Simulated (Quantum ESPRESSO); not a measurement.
# BN: zone-centre phonons and dielectric response under several settings

```
N B
1.0
     2.50804    0.00000    0.00000
    -1.24671    2.17623    0.00000
    -0.63067   -1.08812    3.02254
N B
1 1
Direct
  0.66851 0.33238 0.98500
  0.97964 0.98350 0.00181
```

The cell comes from a database or a generator and needn't be the stable form of this composition.

All runs used Quantum ESPRESSO 7.5; k mesh 8 × 8 × 6, shifted; relaxed cell; no spin polarisation; cutoff 612 eV; occupations smeared at first, fixed for the response.

```csv
level,potentials,volume (Å³/atom),pressure (GPa),lowest optical mode without the field (cm⁻¹),highest optical mode without the field (cm⁻¹),highest mode with the field (cm⁻¹),ε∞ (mean),ε0 (mean),Born charge of atom 1 (e)
PBEsol,GBRV 1.5 PBEsol,9.34,0.1,756,1366,1366,3.99,5.2,-2.02
PBE,GBRV 1.5 PBE,9.79,0.5,766,1345,1346,3.79,5.0,-2.01
LDA,GBRV 1.5 LDA,?,0.0,?,?,?,?,?,?
```

What stands in the row left open?

Volume 8.78 Å³/atom; lowest optical mode without the field 761 cm⁻¹; highest optical mode without the field 1388 cm⁻¹; highest mode with the field 1388 cm⁻¹; ε∞ 4.19; ε0 5.5; Born charge of atom 1 -2.04 e.

Caveats: the layers were relaxed without a dispersion term, so their spacing and the soft interlayer modes are unreliable; the cell relaxed to another space group than the one typed; the volume moved by over 15 % at a fixed basis, so the end points are rough (some runs).

For the row left open. Caveat: the layers were relaxed without a dispersion term, so their spacing and the soft interlayer modes are unreliable; the cell relaxed to another space group than the one typed.
